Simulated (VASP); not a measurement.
# CdS in VASP: one cell, several levels of theory

Aim: gap, levels, forces and stress of CdS built on the rocksalt prototype, under +6.0 % equal strain in all directions at fixed geometry. Runs: PBE, r2SCAN. This is a trial cell built on a prototype, not taken from a measured structure, and it needn't be the compound's ground state.

The runs shown are made with VASP 6.6.1. PAW datasets, plane waves. (Calculated; spin-unpolarised; the phase may be known or hypothetical.)

## (1) Starting point

The cell comes from an earlier relaxation with r2SCAN in another program.

The symmetry is Fm-3m (No. 225, cubic); a = 5.780 Å in the conventional setting, 24.13 Å³ an atom. Cd has 6 S at 2.89 Å; S has 6 Cd at 2.89 Å.

As a file:

```
CELL_PARAMETERS angstrom
0.00000 2.88984 2.88984
2.88984 0.00000 2.88984
2.88984 2.88984 0.00000
ATOMIC_POSITIONS crystal
Cd 0.00000 0.00000 0.00000
S 0.50000 0.50000 0.50000
```

## (2) PBE

INCAR reads:

```
ENCUT = 520.000000
SIGMA = 0.020000
EDIFF = 1.00e-07
GGA = PE
PREC = Accurate
IBRION = -1
ISIF = 2
ISMEAR = -1
NBANDS = 16
NELM = 120
NSW = 0
LASPH = .TRUE.
LCHARG = .FALSE.
LWAVE = .FALSE.
LREAL = .FALSE.
```

KPOINTS reads:

```
KPOINTS created by Atomic Simulation Environment
0
Gamma
8 8 8
0 0 0
```

KPOINTS_OPT reads:

```
special points
6
Reciprocal
0.0000000000 0.0000000000 0.0000000000 1
0.5000000000 0.0000000000 0.5000000000 1
0.6250000000 0.2500000000 0.6250000000 1
0.3750000000 0.3750000000 0.7500000000 1
0.5000000000 0.5000000000 0.5000000000 1
0.5000000000 0.2500000000 0.7500000000 1
```

POSCAR reads:

```
Cd S
 1.0000000000000000
     0.0000000000000000    2.8898377815999998    2.8898377815999998
     2.8898377815999998    0.0000000000000000    2.8898377815999998
     2.8898377815999998    2.8898377815999998    0.0000000000000000
 Cd  S
   1   1
Cartesian
  0.0000000000000000  0.0000000000000000  0.0000000000000000
  2.8898377816000003  2.8898377816000003  2.8898377816000003
```

The run uses the recommended PBE PAW datasets (18 valence electrons a neutral cell).

Launch:

```sh
$ mpirun -np 1 vasp_std
```

## (3) r2SCAN at this geometry

INCAR reads:

```
ENCUT = 520.000000
SIGMA = 0.010000
EDIFF = 1.00e-07
ALGO = Normal
METAGGA = R2SCAN
PREC = Accurate
IBRION = -1
ISIF = 2
ISMEAR = 0
NBANDS = 16
NELM = 120
NSW = 0
LASPH = .TRUE.
LCHARG = .FALSE.
LWAVE = .FALSE.
LREAL = .FALSE.
```

KPOINTS is that of step 2.

KPOINTS_OPT is that of step 2.

POSCAR is that of step 2.

**Question.** What will these runs give? Wanted: for each run, gap; pressure.

The runs gave:

```
 level  gap (eV)  pressure (GPa)
   PBE      0.19           -7.43
r2SCAN      0.65           -9.38
```

In words: The gap runs from 0.19 eV (PBE) to 0.65 eV (r2SCAN). The pressure is highest with PBE (-7.4 GPa) and lowest with r2SCAN (-9.4 GPa), which orders the cells that they would relax to.
